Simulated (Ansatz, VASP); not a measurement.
Two plane-wave programs on CsI

The input INCAR:

```
SYSTEM = CsI
PREC = Accurate ; ENCUT = 520
EDIFF = 1E-6 ; ISMEAR = 0
SIGMA = 0.05 ; LREAL = .FALSE.
LASPH = .TRUE. ; NELM = 100
ALGO = Normal ; ISIF = 2
LWAVE = .FALSE. ; LCHARG = .FALSE.
NBANDS = 15
```

KPOINTS

```
regular mesh
0
G
  6 6 6
  0 0 0
```

File POSCAR:

```
CsI
1.0
    4.5667000000      0.0000000000      0.0000000000
    0.0000000000      4.5667000000      0.0000000000
    0.0000000000      0.0000000000      4.5667000000
Cs I
1 1
Direct
    0.0000000000      0.0000000000      0.0000000000
    0.5000000000      0.5000000000      0.5000000000
```

Input for Ansatz:

```yaml
crystal:
  lattice:
    - [4.5667, 0.0, 0.0]
    - [0.0, 4.5667, 0.0]
    - [0.0, 0.0, 4.5667]
  atoms:
    - { symbol: Cs, position: [0.0, 0.0, 0.0] }
    - { symbol: I, position: [0.5, 0.5, 0.5] }
basis:
  ecutwfc: 420
kpoints:
  mp_grid: { grid: [6, 6, 6] }
hamiltonian:
  xc: lda
scf:
  occupations: { method: gaussian, width: 0.05 }
output:
  forces: true
  stress: true
  eigenvalues: true
```

Alike in both runs: task single point; functional LDA; k mesh 6 × 6 × 6; occupations gaussian, width 0.05 eV; no spin polarisation.

|  | VASP | Ansatz |
| --- | --- | --- |
| version | VASP 6.6.1 | Ansatz 0.2.0 |
| potentials or method | VASP PAW LDA potentials, release 64 (Cs_sv, I) | scalar-relativistic, plane waves, PAW |
| plane-wave cutoff (eV) | 520 | 420 |
| valence electrons in the cell | 16 | 26 |

```tsv
	VASP	Ansatz	Ansatz less VASP
gap on the k mesh at the Fermi level (eV)	3.54	3.53	-0.007
least direct gap on the mesh (eV)	3.63	3.62	-0.010
pressure (GPa)	-1.4	-1.4	-0.04
```

The two sets of potentials don't hold the same shells in valence.

Caveats: spin-orbit coupling is left out, which moves the levels of the heavy elements. A k mesh can miss the band edges.
